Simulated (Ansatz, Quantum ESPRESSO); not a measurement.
Given: the input of a run of Ansatz 0.2.0 on SnO. The cell is a database's computed one, not the measured one.

File input.yaml:

```yaml
crystal:
  lattice:
    - [3.81369522, 0.0, 0.0]
    - [0.0, 3.81369522, 0.0]
    - [0.0, 0.0, 4.8869133]
  atoms:
    - { symbol: Sn, position: [0.5, 0.0, 0.76462614] }
    - { symbol: Sn, position: [0.0, 0.5, 0.23537386] }
    - { symbol: O, position: [0.0, 0.0, 0.0] }
    - { symbol: O, position: [0.5, 0.5, 0.0] }
hamiltonian:
  xc: pbe
  pseudopotentials: { kind: paw }
kpoints:
  mp_grid: { grid: [3, 3, 3] }
scf:
  occupations: { method: fermi_dirac, width: 0.05 }
output:
  forces: true
  stress: true
  eigenvalues: true
  write_density: true
  write_potential: true
  elf: true
  volumetric_format: npy
```

Potentials or basis: Ansatz PAW.

Command:

```console
$ ansatz run input.yaml --threads 2 --pin off --max-ram 5120MiB --backend cpu --events-out ev --progress --plain --runs-dir out
```

Task: What does the same run look like in Quantum ESPRESSO 7.5? Potentials or basis there: SG15 PBE 1.2, cutoff 1197 eV.

Result: As run (cutoffs and basis follow the program's own potentials, and thresholds, step limits or extra output files can differ):

The input pw.in:

```
&CONTROL
  calculation = 'scf'
  prefix = 'pwscf'
  outdir = './tmp'
  pseudo_dir = './pseudo'
  tprnfor = .true.
  tstress = .true.
  disk_io = 'nowf'
/
&SYSTEM
  ibrav = 0
  nat = 4
  ntyp = 2
  ecutwfc = 88
  nbnd = 28
  occupations = 'smearing'
  smearing = 'fd'
  degauss = 0.00367493
/
&ELECTRONS
  conv_thr = 8d-10
  electron_maxstep = 120
  mixing_beta = 0.5
/
ATOMIC_SPECIES
Sn   118.7100 Sn_ONCV_PBE-1.2.upf
O     15.9990 O_ONCV_PBE-1.2.upf
CELL_PARAMETERS angstrom
   3.8136952200    0.0000000000    0.0000000000
   0.0000000000    3.8136952200    0.0000000000
   0.0000000000    0.0000000000    4.8869133000
ATOMIC_POSITIONS crystal
Sn     0.5000000000    0.0000000000    0.7646261400
Sn     0.0000000000    0.5000000000    0.2353738600
O      0.0000000000    0.0000000000    0.0000000000
O      0.5000000000    0.5000000000    0.0000000000
K_POINTS automatic
3 3 3 0 0 0
```

Potentials or basis: SG15 PBE 1.2.

The run is started by

```bash
$ OMP_NUM_THREADS=1 mpirun -n 2 pw.x -nk 2 -in pw.in > pw.out
```

Both were run:

|  | Ansatz | Quantum ESPRESSO |
| --- | --- | --- |
| Pressure | 3.4 GPa | 3.2 GPa |
| Largest force | 0.439 eV/Å | 0.391 eV/Å |

Ansatz's pressure holds a Pulay term of +0.47 GPa for its cutoff of 420 eV, which the other run lacks.

Where Ansatz's input types no cutoff or centring, it takes its own default and a Γ-centred mesh.

Pressure is positive in compression.

The k mesh is coarse, so the values aren't converged.
